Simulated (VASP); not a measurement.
Wanted: the native input for a VASP 6.6.1 run.

```
Task                   : single point
Functional             : PBE
Potentials or basis    : VASP PAW PBE potentials, release 64 (O, H, C)
Cutoff                 : 520 eV
k mesh                 : 1 × 1 × 1
Occupations            : fermi-dirac, width 0.02 eV
Spin                   : no spin polarisation
Dipole correction      : no
Further INCAR settings : LREAL = Auto; ALGO = Fast; EDIFF = 1e-06; NBANDS = 36
```

The structure of H10CO5 lies in POSCAR:

```
H10CO5
1.0
    5.2511710000      0.0000000000      0.0000000000
    0.0000000000      5.2511710000      0.0000000000
    0.0000000000      0.0000000000      5.2511710000
O H C
5 10 1
Direct
    0.5110133892      0.3898672110      1.0536785285
   -0.0443611066      0.5092662002      0.7241404111
    0.3752807227      0.6307266233      0.4795192070
    1.1668246088      1.0440991910      0.9042194233
    0.6422771194      0.0782375695      0.4975708164
    0.3932369725      0.2504809503      1.0042453330
    0.5454667520      0.4733665999      0.8910317772
    0.1012544170      0.5526679495      0.6099170878
   -0.1871134623      0.4709674591      0.6102196910
    0.4326572117      0.8084236887      0.4896833535
    0.4167711917      0.5628972664      0.3083075299
    1.0644447104      1.1755550266      0.8159769104
    1.0935192452      0.8787964030      0.8598941282
    0.9321956085      0.2060863372      0.2732073546
    0.6909859692     -0.0153756450      0.1212437948
    0.7523054508      0.0964791695      0.2923233532
```

The cell was built by a generator and needn't be a form met in nature.

The input as run:

INCAR

```
SYSTEM = H10CO5
PREC = Accurate
ENCUT = 520
EDIFF = 1E-6
ISMEAR = -1
SIGMA = 0.02
LREAL = Auto
LASPH = .True.
NELM = 100
ALGO = Fast
ISIF = 2
LWAVE = .False.
LCHARG = .False.
GGA = PE
NBANDS = 36
```

KPOINTS

```
Automatic mesh
0
Gamma
  1 1 1
  0 0 0
```

Potentials or basis: VASP PAW PBE potentials, release 64 (O, H, C).

The run is started by

```console
$ cat potpaw_PBE.64/O/POTCAR potpaw_PBE.64/H/POTCAR potpaw_PBE.64/C/POTCAR > POTCAR
$ mpirun -np 1 vasp_gam > vasp.out
```

Results of the run:

```yaml
Pressure: 0.6 GPa
Largest_force: 0.423 eV/Å
Band_gap_on_the_k_mesh: 4.26 eV, direct
```

Caveat: the standard files for N, O and F lose accuracy on very short bonds.

It took 8.3 s on 1 thread of AMD EPYC 9R45 96-Core Processor (Zen 5), on a shared host, peak memory 0.18 GiB.
